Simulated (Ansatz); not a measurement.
Crystal: SrCl2.

```xyz
3
Lattice="0.0000 3.4884 3.4884 3.4884 0.0000 3.4884 3.4884 3.4884 0.0000" Properties=species:S:1:pos:R:3 pbc="T T T"
Sr    0.0000    0.0000    0.0000
Cl    5.2325    5.2325    5.2325
Cl    1.7442    1.7442    1.7442
```

Base run:

| Item | Value |
| --- | --- |
| Program | Ansatz 0.2.0 |
| Functional | HSE06 form with a typed share of exact exchange |
| Potentials or basis | Ansatz PAW |
| Cutoff | 420 eV (not typed: the program's choice for these potentials) |
| k mesh | 4 × 4 × 4 |
| Occupations | fermi-dirac, width 0.05 eV |
| Spin | no spin polarisation |

Its results: band gap on the k mesh 6.12 eV, indirect (least direct gap 6.31 eV); pressure 0.7 GPa.

**Question.** The run is repeated on the same cell with these changes: share of exact exchange from 0.15 to 0.1. What comes out?

**Answer.** Band gap on the k mesh 5.86 eV, indirect (least direct gap 6.04 eV); pressure 0.8 GPa.

Caveats: the PAW data sets come from PBE, with cores solved anew for the run's functional, which leaves a small shift of forces and pressure; the thresholds are loose for stress.

A k mesh can miss the band edges.
